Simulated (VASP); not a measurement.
# Co (I4_1/amd) in VASP: a series of runs

Runs on Co. Level: r2SCAN. Tasks: single point.

Everything below comes from runs of VASP 6.6.1. Logs are shortened: lines on timing, memory, paths and dates and some standing lists are left out, and cuts for length are marked.

### 1 Starting point

The structure is tetragonal, space group I4_1/amd (No. 141). Conventional cell: a = 4.337 Å, b = 4.337 Å, c = 2.366 Å, α = 90.00°, β = 90.00°, γ = 90.00°. Around Co (site symmetry -4m2) lie 6 Co at 2.25 to 2.37 Å.

The cell was built by a generator and needn't be a form met in nature.

### 2 Single point, r2SCAN, collinear spin, typed start

Contents of POSCAR:

```
Co
1.0
   -2.1687425347      2.1687425347      1.1830890865
    2.1687425347     -2.1687425347      1.1830890865
    2.1687425347      2.1687425347     -1.1830890865
Co
2
Direct
    0.0000000000      0.0000000000      0.0000000000
    0.7500000000      0.2500000000      0.5000000000
```

Contents of INCAR.step1:

```
SYSTEM = Co
PREC     = Accurate       ! precision mode
ENCUT    = 520            ! plane-wave cutoff, eV
ISMEAR   = 0              ! smearing method
SIGMA    = 0.1            ! smearing width, eV
LREAL    = .False.        ! projectors in reciprocal space
LASPH    = .True.         ! aspherical terms in the spheres
NELM     = 150            ! most SCF steps
ISPIN    = 2              ! spin polarisation
MAGMOM   = 3 3            ! initial moments
LMAXMIX  = 4              ! l up to which the mixer works
NBANDS   = 20             ! bands
GGA      = PE             ! functional
ALGO     = Normal         ! electronic algorithm
EDIFF    = 1E-4           ! SCF threshold, eV
LWAVE    = .True.         ! write WAVECAR
LCHARG   = .False.        ! write CHGCAR
```

Contents of INCAR.step2:

```
SYSTEM = Co
PREC     = Accurate       ! precision mode
ENCUT    = 520            ! plane-wave cutoff, eV
EDIFF    = 1E-6           ! SCF threshold, eV
ISMEAR   = 0              ! smearing method
SIGMA    = 0.1            ! smearing width, eV
LREAL    = .False.        ! projectors in reciprocal space
LASPH    = .True.         ! aspherical terms in the spheres
NELM     = 150            ! most SCF steps
ALGO     = Normal         ! electronic algorithm
ISIF     = 2              ! what is computed and relaxed
LWAVE    = .False.        ! write WAVECAR
LCHARG   = .False.        ! write CHGCAR
ISPIN    = 2              ! spin polarisation
MAGMOM   = 3 3            ! initial moments
LORBIT   = 11             ! projections on sites
LMAXMIX  = 4              ! l up to which the mixer works
METAGGA  = R2SCAN         ! meta-GGA
LMIXTAU  = .True.       
NBANDS   = 20             ! bands
ISTART   = 1
```

Contents of KPOINTS:

```
regular mesh
0
Gamma
  8 8 8
  0 0 0
```

Potentials or basis: VASP PAW PBE potentials, release 64 (Co).

Command:

```bash
cat potpaw_PBE.64/Co/POTCAR > POTCAR
cp INCAR.step1 INCAR
mpirun -np 1 vasp_std > vasp.out
cp INCAR.step2 INCAR
mpirun -np 1 vasp_std > vasp.out
```

OUTCAR:

```text
SYSTEM = Co
   PREC = Accurate
   ENCUT = 520
   EDIFF = 1E-6
   ISMEAR = 0
   LREAL = .False.
   LASPH = .True.
   NELM = 150
   ISIF = 2
   ISPIN = 2
   LORBIT = 11
   METAGGA = R2SCAN
   ISTART = 1

 ion  position               nearest neighbor table
   1  0.000  0.000  0.000-   2 2.25   2 2.25   2 2.25   2 2.25   2 2.80   2 2.80   2 2.80   2 2.80

   2  0.750  0.250  0.500-   1 2.25   1 2.25   1 2.25   1 2.25   1 2.80   1 2.80   1 2.80   1 2.80

  LATTYP: Found a body centered tetragonal cell.
 ALAT       =     4.3374850694
 C/A-ratio  =     0.5455184595

  Lattice vectors:

 A1 = (  -2.1687425347,   2.1687425347,   1.1830890865)
 A2 = (   2.1687425347,  -2.1687425347,   1.1830890865)
 A3 = (   2.1687425347,   2.1687425347,  -1.1830890865)

Analysis of symmetry for initial positions (statically):
=====================================================================
 Subroutine PRICEL returns:
 Original cell was already a primitive cell.

 Routine SETGRP: Setting up the symmetry group for a
 body centered tetragonal supercell.

 Subroutine GETGRP returns: Found 16 space group operations
 (whereof  8 operations were pure point group operations)
 out of a pool of 16 trial point group operations.

The static configuration has the point symmetry D_2d.
 The point group associated with its full space group is D_4h.

Analysis of symmetry for dynamics (positions and initial velocities):
=====================================================================
 Subroutine PRICEL returns:
 Original cell was already a primitive cell.

 Routine SETGRP: Setting up the symmetry group for a
 body centered tetragonal supercell.

 Subroutine GETGRP returns: Found 16 space group operations
 (whereof  8 operations were pure point group operations)
 out of a pool of 16 trial point group operations.

The dynamic configuration has the point symmetry D_2d.
 The point group associated with its full space group is D_4h.

Analysis of structural, dynamic, and magnetic symmetry:
=====================================================================
 Subroutine PRICEL returns:
 Original cell was already a primitive cell.

 Routine SETGRP: Setting up the symmetry group for a
 body centered tetragonal supercell.

 Subroutine GETGRP returns: Found 16 space group operations
 (whereof  8 operations were pure point group operations)
 out of a pool of 16 trial point group operations.

The overall configuration has the point symmetry D_2d.
 The point group associated with its full space group is D_4h.

 Subroutine INISYM returns: Found 16 space group operations
 (whereof  8 operations are pure point group operations),
[... 120 lines left out ...]
   LORBIT       =     11    0 simple, 1 ext, 2 COOP (PROOUT), +10 PAW based schemes
   METAGGA = R2SCAN    functional components
   LHFCALC =     F    Hartree Fock is set to
   AEXX    =    0.0000 exact exchange contribution
   IVDW    =     0    specifies the selected vdW correction
   LEPSILON=     F    determine dielectric tensor
   LRPA    =     F    only Hartree local field effects (RPA)
 spin polarized calculation
 Gauss-broadening in eV      SIGMA  =   0.10
  energy-cutoff  :      520.00
  volume of cell :       22.26
 maximum number of plane-waves:       612
   NGX = 13   NGY = 13   NGZ = 13

 number of electron      18.0000016 magnetization       3.7242835

 Free energy of the ion-electron system (eV)
  ---------------------------------------------------
  ext. energy  EPLUGINS =         0.00000000
  ---------------------------------------------------
  free energy    TOTEN  =       -25.32984350 eV

  energy without entropy =      -25.31876631  energy(sigma->0) =      -25.32430491

 E-fermi :  10.4350     XC(G=0): -14.3983

 val. band max:       10.4268242332   @ k =  -0.3750   0.5000   0.1250
 cond. band min:      10.4441981906   @ k =   0.3750   0.3750   0.0000
 fundamental gap:      0.0173739574
 Fermi energy:        10.4350024451

 spin component 1

 k-point     1 :       0.0000    0.0000    0.0000
  band No.  band energies     occupation
      1       0.7792      1.00000
      2       3.9467      1.00000
      3       5.2288      1.00000
      4       5.6192      1.00000
      5       6.0002      1.00000
      6       7.7186      1.00000
[... 541 lines left out ...]
     19      33.3013      0.00000
     20      33.3477      0.00000

 [... further k-points ...]

 spin component 2

 k-point     1 :       0.0000    0.0000    0.0000
  band No.  band energies     occupation
      1       0.4796      1.00000
      2       6.0262      1.00000
      3       6.8395      1.00000
      4       7.4281      1.00000
      5       8.0463      1.00000
      6      10.7237      0.00002
[... 541 lines left out ...]
     19      33.7009      0.00000
     20      34.2997      0.00000

 [... further k-points ...]

------------------------ aborting loop because EDIFF is reached ----------------------------------------

  FORCE on cell =-STRESS in cart. coord.  units (eV):
  Direction    XX          YY          ZZ          XY          YZ          ZX
  --------------------------------------------------------------------------------------
  -------------------------------------------------------------------------------------
  Total        2.1239552      2.1239552      0.8268166      0.0000000      0.0000000      0.0000000
  in kB      152.8841636    152.8841636     59.5149862      0.0000000      0.0000000      0.0000000
  external PRESSURE =     121.7611045 kB  Pullay stress =       0.0000000 kB

 VOLUME and BASIS-vectors are now :
 -----------------------------------------------------------------------------
  energy-cutoff  :      520.00
  volume of cell :       22.26
      direct lattice vectors                 reciprocal lattice vectors
    -2.168742535  2.168742535  1.183089087     0.000000000  0.230548344  0.422622443
     2.168742535 -2.168742535  1.183089087     0.230548344  0.000000000  0.422622443
     2.168742535  2.168742535 -1.183089087     0.230548344  0.230548344  0.000000000

 POSITION                                       TOTAL-FORCE (eV/Angst)
 -----------------------------------------------------------------------------------
      0.00000      0.00000      0.00000         0.000000     -0.000000      0.000000
      0.00000      2.16874      0.59154        -0.000000      0.000000     -0.000000
 -----------------------------------------------------------------------------------
    total drift:                                0.000000      0.000000     -0.000000

  FREE ENERGIE OF THE ION-ELECTRON SYSTEM (eV)
  ---------------------------------------------------
  free  energy   TOTEN  =       -25.3298435029 eV

  energy  without entropy=      -25.3187663135  energy(sigma->0) =      -25.32430491

 total charge

# of ion       s       p       d       tot
------------------------------------------
    1        0.539   0.541   7.291   8.370
    2        0.539   0.541   7.291   8.370
--------------------------------------------------
tot          1.078   1.081  14.582  16.741

 magnetization (x)

# of ion       s       p       d       tot
------------------------------------------
    1        0.006  -0.036   1.930   1.899
    2        0.006  -0.036   1.930   1.899
--------------------------------------------------
tot          0.011  -0.072   3.859   3.798
```

OUTCAR.step1:

```text
SYSTEM = Co
   PREC = Accurate
   ENCUT = 520
   ISMEAR = 0
   LREAL = .False.
   LASPH = .True.
[... 1352 lines left out ...]
      0.00000      0.00000      0.00000         0.000000     -0.000000      0.000000
      0.00000      2.16874      0.59154        -0.000000      0.000000     -0.000000
 -----------------------------------------------------------------------------------
    total drift:                                0.000000      0.000000     -0.000000

  FREE ENERGIE OF THE ION-ELECTRON SYSTEM (eV)
  ---------------------------------------------------
  free  energy   TOTEN  =       -12.9316726293 eV

  energy  without entropy=      -12.9199277467  energy(sigma->0) =      -12.92580019
```

OSZICAR.step1:

```text
N       E                     dE             d eps       ncg     rms          rms(c)
DAV:   1     0.910615879333E+02    0.91062E+02   -0.80663E+03  5008   0.121E+03
DAV:   2    -0.902655754930E+01   -0.10009E+03   -0.89944E+02  4780   0.218E+02
DAV:   3    -0.139826071087E+02   -0.49560E+01   -0.48029E+01  5308   0.594E+01
DAV:   4    -0.140658140277E+02   -0.83207E-01   -0.83128E-01  5916   0.676E+00
DAV:   5    -0.140682640533E+02   -0.24500E-02   -0.24498E-02  5672   0.105E+00    0.152E+01
DAV:   6    -0.131920209590E+02    0.87624E+00   -0.58893E+00  5372   0.473E+01    0.594E+00
DAV:   7    -0.129601347650E+02    0.23189E+00   -0.78754E-01  5640   0.165E+01    0.371E+00
DAV:   8    -0.129421755695E+02    0.17959E-01   -0.13357E-02  6804   0.120E+00    0.186E+00
DAV:   9    -0.129322164394E+02    0.99591E-02   -0.20566E-03  7520   0.742E-01    0.398E-01
DAV:  10    -0.129316595913E+02    0.55685E-03   -0.32245E-04  5488   0.165E-01    0.512E-02
DAV:  11    -0.129316726293E+02   -0.13038E-04   -0.43546E-05  3004   0.852E-02
   1 F= -.12931673E+02 E0= -.12925800E+02  d E =-.117449E-01  mag=     3.4442
```

Wall time 3 min (1 thread of AMD EPYC 7R13 (Zen 3), shared host); peak memory 0.15 GiB.

Results:

```yaml
Free_energy: -25.3298 eV
Pressure: 12.2 GPa
Band_gap_on_the_k_mesh: none (metal or under the smearing width)
Net_moment: 3.72 μB per cell
Site_moments: Co +1.90 μB
Valence_electrons_inside_the_program's_atomic_spheres: Co 8.37
```

Stress tensor (GPa, compression positive):
```
15.29  0.00  0.00
 0.00 15.29  0.00
 0.00  0.00  5.95
```

Caveat: the k mesh is coarse (spacing up to 0.38 Å⁻¹), so the values aren't converged; the PAW data sets were made with another functional, which shifts forces and pressure a little.

### 3 Single point, r2SCAN, collinear spin, typed start

This run uses another cell than the first one, of 11.89 Å³/atom, 1.068 times its volume.

Contents of POSCAR:

```
Co
1.0
   -2.2427146573      2.2427146573      1.1819325976
    2.2427146573     -2.2427146573      1.1819325976
    2.2427146573      2.2427146573     -1.1819325976
Co
2
Direct
    0.0000000000      0.0000000000      0.0000000000
    0.7500000000      0.2500000000      0.5000000000
```

Contents of INCAR.step1:

```
ALGO = Normal ; EDIFF = 1E-4
ENCUT = 520 ; GGA = PE
ISMEAR = 0 ; ISPIN = 2
LASPH = T ; LCHARG = F
LMAXMIX = 4 ; LREAL = F
LWAVE = T ; MAGMOM = 2.15 2.15
NBANDS = 20 ; NELM = 150
PREC = Accurate ; SIGMA = 0.1
```

Contents of INCAR.step2:

```
ALGO = Normal ; EDIFF = 1E-6
ENCUT = 520 ; ISIF = 2
ISMEAR = 0 ; ISPIN = 2
ISTART = 1 ; LASPH = T
LCHARG = F ; LMAXMIX = 4
LMIXTAU = T ; LORBIT = 11
LREAL = F ; LWAVE = F
MAGMOM = 2.15 2.15 ; METAGGA = R2SCAN
NBANDS = 20 ; NELM = 150
PREC = Accurate ; SIGMA = 0.1
```

Contents of KPOINTS:

```
k-points
0
Gamma
  8 8 8
```

Potentials or basis: VASP PAW PBE potentials, release 64 (Co).

Command:

```bash
cat potpaw_PBE.64/Co/POTCAR > POTCAR
cp INCAR.step1 INCAR
mpirun -np 1 vasp_std > vasp.out
cp INCAR.step2 INCAR
mpirun -np 1 vasp_std > vasp.out
```

Wall time 4.4 min (1 thread of AMD EPYC 7R13 (Zen 3), shared host); peak memory 0.18 GiB.

Results (log left out):

```
Free energy                                           : -25.3958 eV
Pressure                                              : -0.3 GPa
Band gap on the k mesh                                : none (metal or under the smearing width)
Net moment                                            : 3.94 μB per cell
Site moments                                          : Co +2.01 μB
Valence electrons inside the program's atomic spheres : Co 8.24
```

Levels at points of the mesh, in eV from the Fermi level:
Spin up:
```csv
k point,band 8,band 9,band 10,band 11,band 12,band 13,band 14,band 15
"(0.00, 0.00, 0.00)",-2.74,-2.74,-2.20,-1.05,5.53,5.53,11.48,12.91
"(0.50, 0.00, 0.00)",-2.45,-1.97,-1.77,0.60,4.03,7.57,8.00,11.82
"(0.50, 0.50, 0.00)",-2.96,-2.38,-2.38,-2.14,-2.14,11.59,11.59,14.17
"(0.50, 0.50, 0.50)",-2.68,-2.63,-2.63,-1.71,-1.71,3.63,3.63,20.77
```
Spin down:
| k point | band 4 | band 5 | band 6 | band 7 | band 8 | band 9 | band 10 | band 11 |
| --- | --- | --- | --- | --- | --- | --- | --- | --- |
| (0.00, 0.00, 0.00) | -3.04 | -2.46 | 0.47 | 0.47 | 0.51 | 0.51 | 1.19 | 1.57 |
| (0.50, 0.00, 0.00) | -2.63 | -1.26 | -0.80 | -0.47 | 0.54 | 0.59 | 0.70 | 2.10 |
| (0.50, 0.50, 0.00) | -2.75 | -2.09 | -2.09 | 0.07 | 0.07 | 0.84 | 0.84 | 0.99 |
| (0.50, 0.50, 0.50) | -2.50 | -2.02 | -2.02 | 0.23 | 0.23 | 0.63 | 0.63 | 0.67 |

Caveat: the k mesh is coarse (spacing up to 0.38 Å⁻¹), so the values aren't converged; the PAW data sets were made with another functional, which shifts forces and pressure a little.

(Part 1 of 2 ends here.)
